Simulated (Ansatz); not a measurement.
A (001) slab of MoS2 (R-3m (No. 166)), 4 planes, outer planes Mo (top) and Mo (bottom), with 4 atoms (Mo2S2) in a surface cell of A = 8.432 Å², as cut from the bulk:

```xyz
4
Lattice="3.1204 0.0000 0.0000 -1.5602 2.7024 0.0000 0.0000 0.0000 21.0860" Properties=species:S:1:pos:R:3 pbc="T T T"
Mo    1.5602    0.9008    7.5000
S     0.0000    1.8016    9.1011
S     1.5602    0.9008   11.9850
Mo    0.0000    1.8016   13.5860
```

Computed with Ansatz 0.2.0, DFT PBEsol, scalar-relativistic, plane waves, PAW. Plane waves to 420 eV, a k mesh through Γ of 12×12×1 on the computed 4-atom cell and Gaussian smearing (0.10 eV); no spin polarisation.

The relaxed slab holds 1 formula units of MoS2 and 1 further Mo. Against those formula units in the bulk and the further Mo in its standard state it lies 3.092 eV higher. The formation energy of MoS2 from the standard states is -2.106 eV a formula unit (uncorrected, no zero-point or thermal terms).

Q: Over what range can the chemical potential of Mo vary, and what is the surface energy at both ends?

A: In contact with the bulk, μ(Mo) + 2μ(S) is fixed. With Δμ counted from the standard states, Δμ(Mo) ≤ 0 keeps elemental Mo from forming, and Δμ(S) ≤ 0 requires Δμ(Mo) ≥ ΔH = -2.106 eV. Other compounds of Mo and S can narrow this range. Then γ, the mean of both faces, = [3.092 eV − 1.00·Δμ(Mo)]/(2A). At the Mo-rich end (Δμ = 0): 3.092/(2 × 8.432) × 16.02 = 2.94 J/m². At the Mo-poor end: (3.092 + 2.106)/(2 × 8.432) × 16.02 = 4.94 J/m².

Q: How does its energy depend on growth conditions?

A: It carries an excess of Mo, so its energy falls by 0.95 J/m² for each eV that μ(Mo) rises: Mo-rich conditions lower it; whether it appears depends on the other terminations.

Each cell of MoS2 holds layers, and where no dispersion correction was added their binding is poorly described.

The reference crystal is a form of MoS2, which isn't its usual structure.